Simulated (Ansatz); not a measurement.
What does this script print? It uses Ansatz's Python interface.

Script `dfpt_mg.py`:
```python
# -*- coding: utf-8 -*-
"""DFPT phonons of Mg."""

from pathlib import Path
import argparse
import warnings

import ansatz as az
import numpy as np
from pymatgen.core import Lattice, Structure
from pymatgen.io.ase import AseAtomsAdaptor

parser = argparse.ArgumentParser(description="DFPT phonons of Mg.")
parser.add_argument("--functional", required=True, help="exchange-correlation functional")
parser.add_argument("--filling", required=True, help="how the bands are filled")
parser.add_argument("--kgrid", type=int, nargs=3, required=True, help="k-point sampling")
args = parser.parse_args()

warnings.simplefilter("ignore", az.DeckWarning)

pmg_structure = Structure(
    Lattice([(-1.4765, 1.4765, 1.4765), (1.4765, -1.4765, 1.4765), (1.4765, 1.4765, -1.4765)]),
    ["Mg"],
    [
        (0.0, 0.0, 0.0),
    ],
)
structure = az.Crystal.from_ase(AseAtomsAdaptor.get_atoms(pmg_structure))

model = (
    structure.calculation()
    .functional(args.functional)
    .occupations(args.filling, width=50 * az.meV)
    .kpoints(*args.kgrid)
    .phonons("dfpt", points=[(0, 0, 0), (0.5, 0.5, 0.5)])
)
result = model.run(threads=1, backend="cpu", runs_dir="runs")
ph = result.phonons

for q in ph.qpoints:
    thz = np.asarray(q.omega_inv_cm) / 33.35641
    print("q = ({:.2f}, {:.2f}, {:.2f})".format(*q.q_frac), np.round(thz, 2) + 0.0, "THz")
```

```console
$ python dfpt_mg.py --functional PBE --filling fermi_dirac --kgrid 14 14 14
q = (0.00, 0.00, 0.00) [0. 0. 0.] THz
q = (0.50, 0.50, 0.50) [13.93 13.93 13.93] THz
```

Reading the output:
- The cell isn't relaxed first, so the values belong to this volume.
- For a metal this k-point mesh is coarse: on a finer one energies can move by several to tens of meV an atom and pressures by half a GPa or more, differences at one mesh by less.
- This isn't the structure that Mg takes at ambient conditions.
- The structure is taken as given; imaginary modes can come from an unrelaxed or unstable start. Phonons of metals also depend on mesh and smearing.
- Finished in 8.4 s on 1 thread of Arm Neoverse V1, with other jobs on the host, peak memory 0.5 GiB.

(A comment or docstring line of the script was reworded after the run, the code is as it ran; lines on the test bed's own set-up are left out of the output.)
